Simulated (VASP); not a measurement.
# AlP (F-43m) in VASP: a series of runs, part 2 of 2

VASP 6.6.1.

### Step 3. Relaxation of cell and atoms, PBEsol

This run uses another cell than the first one, of 20.47 Å³/atom, 1.011 times its volume.

The input, INCAR:

```
PREC = Accurate
ENCUT = 600
EDIFF = 1E-7
ISMEAR = 0
SIGMA = 0.03
LREAL = F
LASPH = T
NELM = 80
ALGO = Normal
ISIF = 3
LWAVE = F
LCHARG = F
GGA = PS
IBRION = 2
NSW = 90
EDIFFG = -0.005
KPAR = 4
```

The input, KPOINTS:

```
regular mesh
0
Gamma
  8 8 8
```

The input, POSCAR:

```
AlP                                     
1.0
    0.0000000000      2.7357031041      2.7357031041
    2.7357031041      0.0000000000      2.7357031041
    2.7357031041      2.7357031041      0.0000000000
  Al              P             
     1     1
Direct
     0.0000000000000000    0.0000000000000000    0.0000000000000000
     0.2500000000000000    0.2500000000000000    0.2500000000000000
```

Potentials or basis: VASP PAW PBE potentials, release 64 (Al, P).

Command:

```console
cat potpaw_PBE.64/Al/POTCAR potpaw_PBE.64/P/POTCAR > POTCAR
mpirun -np 4 vasp_std > vasp.out
```

OUTCAR:

```text
PREC = Accurate
   ENCUT = 600
   EDIFF = 1E-7
   ISMEAR = 0
   LREAL = F
   LASPH = T
   NELM = 80
   ISIF = 3
   GGA = PS
   IBRION = 2
   NSW = 90
   EDIFFG = -0.005

 ion  position               nearest neighbor table
   1  0.000  0.000  0.000-   2 2.37   2 2.37   2 2.37   2 2.37
   2  0.250  0.250  0.250-   1 2.37   1 2.37   1 2.37   1 2.37

  LATTYP: Found a face centered cubic cell.
 ALAT       =     5.4714062082

  Lattice vectors:

 A1 = (   0.0000000000,   2.7357031041,   2.7357031041)
 A2 = (   2.7357031041,   0.0000000000,   2.7357031041)
 A3 = (   2.7357031041,   2.7357031041,   0.0000000000)

Analysis of symmetry for initial positions (statically):
=====================================================================
 Subroutine PRICEL returns:
 Original cell was already a primitive cell.

 Routine SETGRP: Setting up the symmetry group for a
 face centered cubic supercell.

 Subroutine GETGRP returns: Found 24 space group operations
 (whereof 24 operations were pure point group operations)
 out of a pool of 48 trial point group operations.

The static configuration has the point symmetry T_d .

Analysis of symmetry for dynamics (positions and initial velocities):
=====================================================================
 Subroutine PRICEL returns:
 Original cell was already a primitive cell.

 Routine SETGRP: Setting up the symmetry group for a
 face centered cubic supercell.

 Subroutine GETGRP returns: Found 24 space group operations
 (whereof 24 operations were pure point group operations)
 out of a pool of 48 trial point group operations.

The dynamic configuration has the point symmetry T_d .

 Subroutine INISYM returns: Found 24 space group operations
 (whereof 24 operations are pure point group operations),
 and found     1 'primitive' translations

----------------------------------------------------------------------------------------

                                     Primitive cell

[... 116 lines left out ...]
   LHFCALC =     F    Hartree Fock is set to
   AEXX    =    0.0000 exact exchange contribution
   IVDW    =     0    specifies the selected vdW correction
   LEPSILON=     F    determine dielectric tensor
   LRPA    =     F    only Hartree local field effects (RPA)
 conjugate gradient relaxation of ions
 non-spin polarized calculation
 Gauss-broadening in eV      SIGMA  =   0.03
  energy-cutoff  :      600.00
  volume of cell :       40.95
 maximum number of plane-waves:      1384
   NGX = 15   NGY = 15   NGZ = 15

 number of electron       8.0000000 magnetization

 Free energy of the ion-electron system (eV)
  ---------------------------------------------------
  ext. energy  EPLUGINS =         0.00000000
  ---------------------------------------------------
  free energy    TOTEN  =       -10.99550767 eV

  energy without entropy =      -10.99550767  energy(sigma->0) =      -10.99550767

 E-fermi :   4.6236     XC(G=0):  -9.3409

 val. band max:        4.4779313972   @ k =   0.0000   0.0000   0.0000
 cond. band min:       5.9286505634   @ k =   0.5000   0.5000   0.0000
 fundamental gap:      1.4507191662
 Fermi energy:         4.6235943988

 k-point     1 :       0.0000    0.0000    0.0000
  band No.  band energies     occupation
      1      -7.0135      2.00000
      2       4.4779      2.00000
      3       4.4779      2.00000
      4       4.4779      2.00000
      5       7.6288      0.00000
      6       8.9815      0.00000
      7       8.9815      0.00000
      8       8.9815      0.00000
[... 243 lines left out ...]
 k-point    24 :      -0.3750    0.2500    0.1250
  band No.  band energies     occupation
      1      -5.0174      2.00000
      2      -0.7104      2.00000
      3       1.8622      2.00000
      4       2.9833      2.00000
      5       8.3362      0.00000
      6       8.9121      0.00000
      7      11.2957      0.00000
      8      12.0871      0.00000

 [... further k-points ...]

------------------------ aborting loop because EDIFF is reached ----------------------------------------

  FORCE on cell =-STRESS in cart. coord.  units (eV):
  Direction    XX          YY          ZZ          XY          YZ          ZX
  --------------------------------------------------------------------------------------
  -------------------------------------------------------------------------------------
  Total        0.0005972      0.0005972      0.0005972      0.0000000      0.0000000      0.0000000
  in kB        0.0233680      0.0233680      0.0233680      0.0000000      0.0000000      0.0000000
  external PRESSURE =       0.0233680 kB  Pullay stress =       0.0000000 kB

 VOLUME and BASIS-vectors are now :
 -----------------------------------------------------------------------------
  energy-cutoff  :      600.00
  volume of cell :       40.95
      direct lattice vectors                 reciprocal lattice vectors
     0.000000000  2.735703104  2.735703104    -0.182768371  0.182768371  0.182768371
     2.735703104  0.000000000  2.735703104     0.182768371 -0.182768371  0.182768371
     2.735703104  2.735703104  0.000000000     0.182768371  0.182768371 -0.182768371

 POSITION                                       TOTAL-FORCE (eV/Angst)
 -----------------------------------------------------------------------------------
      0.00000      0.00000      0.00000        -0.000000     -0.000000     -0.000000
      1.36785      1.36785      1.36785         0.000000      0.000000      0.000000
 -----------------------------------------------------------------------------------
    total drift:                               -0.000000     -0.000000     -0.000000

  FREE ENERGIE OF THE ION-ELECTRON SYSTEM (eV)
  ---------------------------------------------------
  free  energy   TOTEN  =       -10.9955076738 eV

  energy  without entropy=      -10.9955076738  energy(sigma->0) =      -10.99550767

 reached required accuracy - stopping structural energy minimisation
```

OSZICAR:

```text
N       E                     dE             d eps       ncg     rms          rms(c)
DAV:   1     0.142465689228E+02    0.14247E+02   -0.32852E+03   464   0.847E+02
DAV:   2    -0.107374700805E+02   -0.24984E+02   -0.24132E+02   672   0.952E+01
DAV:   3    -0.113594260776E+02   -0.62196E+00   -0.62196E+00   624   0.198E+01
DAV:   4    -0.113613720047E+02   -0.19459E-02   -0.19459E-02   744   0.124E+00
DAV:   5    -0.113613763262E+02   -0.43216E-05   -0.43216E-05   640   0.530E-02    0.435E+00
DAV:   6    -0.110518465784E+02    0.30953E+00   -0.69233E-01   496   0.384E+00    0.270E+00
DAV:   7    -0.109981142035E+02    0.53732E-01   -0.22150E-01   624   0.232E+00    0.129E+00
DAV:   8    -0.109954892145E+02    0.26250E-02   -0.13243E-02   528   0.727E-01    0.176E-01
DAV:   9    -0.109954474094E+02    0.41805E-04   -0.52533E-04   656   0.168E-01    0.757E-02
DAV:  10    -0.109955048968E+02   -0.57487E-04   -0.76175E-05   536   0.628E-02    0.934E-03
DAV:  11    -0.109955072966E+02   -0.23998E-05   -0.47998E-06   696   0.155E-02    0.691E-03
DAV:  12    -0.109955076916E+02   -0.39498E-06   -0.72178E-07   544   0.590E-03    0.233E-03
DAV:  13    -0.109955076738E+02    0.17864E-07   -0.12445E-08   304   0.875E-04
   1 F= -.10995508E+02 E0= -.10995508E+02  d E =-.109955E+02
```

CONTCAR:

```text
AlP
   1.00000000000000
     0.0000000000000000    2.7357031041000002    2.7357031041000002
     2.7357031041000002    0.0000000000000000    2.7357031041000002
     2.7357031041000002    2.7357031041000002    0.0000000000000000
  Al              P
     1     1
Direct
     0.0000000000000000    0.0000000000000000    0.0000000000000000
     0.2500000000000000    0.2500000000000000    0.2500000000000000

  0.00000000E+00  0.00000000E+00  0.00000000E+00
  0.00000000E+00  0.00000000E+00  0.00000000E+00
```

It took 8 s on 4 MPI ranks of Intel Xeon Platinum 8375C at 2.90GHz (Ice Lake), shared host; peak memory 0.16 GiB.

Results:

```
Free energy             : -10.9955 eV
Pressure after relaxing : 0.0 GPa
Band gap on the k mesh  : 1.45 eV, indirect (least direct gap 3.15 eV)
```

Final structure:
```yaml
crystal:
  lattice:
    - [0.00000, 2.73570, 2.73570]
    - [2.73570, 0.00000, 2.73570]
    - [2.73570, 2.73570, 0.00000]
  atoms:
    - { symbol: Al, position: [0.00000, 0.00000, 0.00000] }
    - { symbol: P, position: [0.25000, 0.25000, 0.25000] }
```

Caveat: the relaxation stopped at its first step, so nothing moved; the PAW data sets were made with another functional, which shifts forces and pressure a little. A k mesh can miss the band edges.

### Step 4. Relaxation of cell and atoms, PBEsol

The input, INCAR:

```
SYSTEM = AlP
ALGO = Normal
EDIFF = 1E-6
EDIFFG = -0.01
ENCUT = 600
GGA = PS
IBRION = 2
ISIF = 3
ISMEAR = 0
LASPH = .True.
LCHARG = .False.
LREAL = .False.
LWAVE = .False.
NELM = 80
NSW = 90
PREC = Accurate
SIGMA = 0.03
```

The input, KPOINTS:

```
k-points
0
Gamma
  8 8 8
  0 0 0
```

The input, POSCAR:

```
AlP
1.0
    0.0000000000      2.7255000000      2.7255000000
    2.7255000000      0.0000000000      2.7255000000
    2.7255000000      2.7255000000      0.0000000000
Al P
1 1
Direct
    0.0000000000      0.0000000000      0.0000000000
    0.2500000000      0.2500000000      0.2500000000
```

Command:

```console
cat potpaw_PBE.64/Al/POTCAR potpaw_PBE.64/P/POTCAR > POTCAR
mpirun -np 1 vasp_std > vasp.out
```

It took 12 s on 1 thread of Intel Xeon Platinum 8488C (Sapphire Rapids), shared host; peak memory 0.17 GiB.

The run converged. Its results:

| Quantity | Value |
| --- | --- |
| Free energy | -10.9955 eV |
| Relaxed volume | 20.47 Å³/atom |
| Relaxed cell | a = 3.869 Å, b = 3.869 Å, c = 3.869 Å, α = 60.00°, β = 60.00°, γ = 60.00° |
| Space group after relaxing (to 0.05 Å) | F-43m (No. 216) |
| Energy gained by relaxing | 0.7 meV/atom |
| Ionic steps | 3 |
| Pressure after relaxing | 0.0 GPa |
| Band gap on the k mesh | 1.45 eV, indirect (least direct gap 3.15 eV) |

The path:
| step | energy change (eV) | largest force (eV/Å) | pressure (GPa) | volume (Å³) |
| --- | --- | --- | --- | --- |
| 1 | 0.0000 | 0.0000 | 1.00 | 40.49 |
| 2 | -0.0009 | 0.0000 | -0.60 | 41.24 |
| 3 | -0.0014 | 0.0000 | 0.00 | 40.95 |

Final structure:
```cif
data_structure
_symmetry_space_group_name_H-M 'P 1'
_symmetry_Int_Tables_number 1
_cell_length_a 3.8689
_cell_length_b 3.8689
_cell_length_c 3.8689
_cell_angle_alpha 60.000
_cell_angle_beta 60.000
_cell_angle_gamma 60.000
_cell_volume 40.95
loop_
_atom_site_label
_atom_site_type_symbol
_atom_site_fract_x
_atom_site_fract_y
_atom_site_fract_z
_atom_site_occupancy
Al1 Al 0.00000 0.00000 0.00000 1
P1 P 0.25000 0.25000 0.25000 1
```

Levels at points of the mesh, in eV from the valence-band top:
```tsv
k point	band 1	band 2	band 3	band 4	band 5	band 6	band 7	band 8
(0.00, 0.00, 0.00)	-11.49	0.00	0.00	0.00	3.15	4.50	4.50	4.50
(0.50, 0.00, 0.00)	-9.81	-5.55	-0.76	-0.76	2.71	4.75	4.75	8.06
(0.50, 0.50, 0.00)	-9.15	-5.32	-2.11	-2.11	1.45	2.37	10.94	10.94
```

Caveat: the PAW data sets were made with another functional, which shifts forces and pressure a little. A k mesh can miss the band edges.

### Step 5. Relaxation of cell and atoms, PBEsol

This run uses another cell than the first one, of 20.47 Å³/atom, 1.011 times its volume.

INCAR: that of step 4 with these lines changed.

```diff
@@ -2,4 +2,4 @@
 ALGO = Normal
-EDIFF = 1E-6
-EDIFFG = -0.01
+EDIFF = 1E-7
+EDIFFG = -0.005
 ENCUT = 600
```

KPOINTS is that of step 4.

The input, POSCAR:

```
AlP                                     
1.0
    0.0000000000      2.7357031041      2.7357031041
    2.7357031041     -0.0000000000      2.7357031041
    2.7357031041      2.7357031041      0.0000000000
  Al              P             
     1     1
Direct
     0.0000000000000000    0.0000000000000000    0.0000000000000000
     0.2500000000000000    0.2500000000000000    0.2500000000000000
```

Potentials or basis: VASP PAW PBE potentials, release 64 (Al, P).

Command:

```console
cat potpaw_PBE.64/Al/POTCAR potpaw_PBE.64/P/POTCAR > POTCAR
mpirun -np 1 vasp_std > vasp.out
```

OUTCAR:

```text
SYSTEM = AlP
   EDIFF = 1E-7
   EDIFFG = -0.005
   ENCUT = 600
   GGA = PS
   IBRION = 2
   ISIF = 3
   ISMEAR = 0
   LASPH = .True.
   LREAL = .False.
   NELM = 80
   NSW = 90
   PREC = Accurate

 ion  position               nearest neighbor table
   1  0.000  0.000  0.000-   2 2.37   2 2.37   2 2.37   2 2.37
   2  0.250  0.250  0.250-   1 2.37   1 2.37   1 2.37   1 2.37

  LATTYP: Found a face centered cubic cell.
 ALAT       =     5.4714062082
[... 457 lines left out ...]

  FORCE on cell =-STRESS in cart. coord.  units (eV):
  Direction    XX          YY          ZZ          XY          YZ          ZX
  --------------------------------------------------------------------------------------
  -------------------------------------------------------------------------------------
  Total        0.0005972      0.0005972      0.0005972      0.0000000      0.0000000     -0.0000000
  in kB        0.0233680      0.0233680      0.0233680      0.0000000      0.0000000     -0.0000000
  external PRESSURE =       0.0233680 kB  Pullay stress =       0.0000000 kB

 VOLUME and BASIS-vectors are now :
 -----------------------------------------------------------------------------
  energy-cutoff  :      600.00
  volume of cell :       40.95
      direct lattice vectors                 reciprocal lattice vectors
     0.000000000  2.735703104  2.735703104    -0.182768371  0.182768371  0.182768371
     2.735703104  0.000000000  2.735703104     0.182768371 -0.182768371  0.182768371
     2.735703104  2.735703104  0.000000000     0.182768371  0.182768371 -0.182768371

 POSITION                                       TOTAL-FORCE (eV/Angst)
 -----------------------------------------------------------------------------------
      0.00000      0.00000      0.00000        -0.000000     -0.000000     -0.000000
      1.36785      1.36785      1.36785         0.000000      0.000000      0.000000
 -----------------------------------------------------------------------------------
    total drift:                               -0.000000     -0.000000     -0.000000

  FREE ENERGIE OF THE ION-ELECTRON SYSTEM (eV)
  ---------------------------------------------------
  free  energy   TOTEN  =       -10.9955076738 eV

  energy  without entropy=      -10.9955076738  energy(sigma->0) =      -10.99550767

 reached required accuracy - stopping structural energy minimisation
```

CONTCAR:

```text
AlP
   1.00000000000000
     0.0000000000000000    2.7357031041000002    2.7357031041000002
     2.7357031041000002    0.0000000000000000    2.7357031041000002
     2.7357031041000002    2.7357031041000002    0.0000000000000000
  Al              P
     1     1
Direct
     0.0000000000000000    0.0000000000000000    0.0000000000000000
     0.2500000000000000    0.2500000000000000    0.2500000000000000

  0.00000000E+00  0.00000000E+00  0.00000000E+00
  0.00000000E+00  0.00000000E+00  0.00000000E+00
```

Run time: 6.3 s. Hardware: 1 thread of Intel Xeon Platinum 8488C (Sapphire Rapids), shared host; peak memory 0.17 GiB.

What came out:

```
Free energy             : -10.9955 eV
Pressure after relaxing : 0.0 GPa
Band gap on the k mesh  : 1.45 eV, indirect (least direct gap 3.15 eV)
```

Final structure:
```
Al P
1.0
     0.00000    2.73570    2.73570
     2.73570    0.00000    2.73570
     2.73570    2.73570    0.00000
Al P
1 1
Direct
  0.00000 0.00000 0.00000
  0.25000 0.25000 0.25000
```

Caveat: the relaxation stopped at its first step, so nothing moved; the PAW data sets were made with another functional, which shifts forces and pressure a little. A k mesh can miss the band edges.

### Step 6. Relaxation of cell and atoms, PBE

The input, INCAR:

```
SYSTEM = AlP
ALGO     = Normal         ! electronic algorithm
EDIFF    = 1E-6           ! SCF threshold, eV
EDIFFG   = -0.01          ! ionic threshold
ENCUT    = 300            ! plane-wave cutoff, eV
GGA      = PE             ! functional
IBRION   = 2              ! ionic algorithm
ISIF     = 3              ! what is computed and relaxed
ISMEAR   = 0              ! smearing method
LASPH    = .TRUE.         ! aspherical terms in the spheres
LCHARG   = .FALSE.        ! write CHGCAR
LREAL    = .FALSE.        ! projectors in reciprocal space
LWAVE    = .FALSE.        ! write WAVECAR
NELM     = 80             ! most SCF steps
NSW      = 90             ! ionic steps
PREC     = Accurate       ! precision mode
SIGMA    = 0.03           ! smearing width, eV
```

The input, KPOINTS:

```
k-points
0
G
  4 4 4
  0 0 0
```

The input, POSCAR:

```
AlP
1.0
    0.0000000000      2.7255000000      2.7255000000
    2.7255000000      0.0000000000      2.7255000000
    2.7255000000      2.7255000000      0.0000000000
Al P
1 1
Direct
    0.0000000000      0.0000000000      0.0000000000
    0.2500000000      0.2500000000      0.2500000000
```

Potentials or basis: VASP PAW PBE potentials, release 64 (Al, P).

Command:

```console
cat potpaw_PBE.64/Al/POTCAR potpaw_PBE.64/P/POTCAR > POTCAR
mpirun -np 1 vasp_std > vasp.out
```

Run time: 6.7 s. Hardware: 1 thread of Intel Xeon Platinum 8259CL at 2.50GHz (Skylake/Cascade Lake), shared host; peak memory 0.12 GiB.

Results (log left out):

```yaml
Free_energy: -10.2777 eV
Relaxed_volume: 20.92 Å³/atom
Relaxed_cell: a = 3.897 Å, b = 3.897 Å, c = 3.897 Å, α = 60.00°, β = 60.00°, γ = 60.00°
Space_group_after_relaxing_to_0.05_Å: F-43m (No. 216)
Energy_gained_by_relaxing: 6.1 meV/atom
Ionic_steps: 3
Pressure_after_relaxing: 0.0 GPa
Band_gap_on_the_k_mesh: 1.61 eV, indirect (least direct gap 3.06 eV)
```

The path:
```
step  energy change (eV)  largest force (eV/Å)  pressure (GPa)  volume (Å³)
   1              0.0000                0.0000            2.96        40.49
   2             -0.0076                0.0000           -1.66        42.72
   3             -0.0122                0.0000            0.00        41.85
```

Final structure:
```xyz
2
Lattice="0.0000 2.7556 2.7556 2.7556 0.0000 2.7556 2.7556 2.7556 0.0000" Properties=species:S:1:pos:R:3 pbc="T T T"
Al    0.0000    0.0000    0.0000
P     1.3778    1.3778    1.3778
```

Levels at points of the mesh, in eV from the valence-band top:
```
           k point  band 1  band 2  band 3  band 4  band 5  band 6  band 7  band 8
(0.00, 0.00, 0.00)  -11.35    0.00    0.00    0.00    3.06    4.50    4.50    4.50
(0.50, 0.00, 0.00)   -9.73   -5.42   -0.75   -0.75    2.70    4.79    4.79    8.18
(0.50, 0.50, 0.00)   -9.10   -5.23   -2.05   -2.05    1.61    2.46   10.82   10.82
```

Caveat: the k mesh is coarse (spacing up to 0.50 Å⁻¹), so the values aren't converged; the cutoff is under 1.25 times the usual one of these potentials, so pressure, stress and relaxed cells hold a basis-set (Pulay) error.
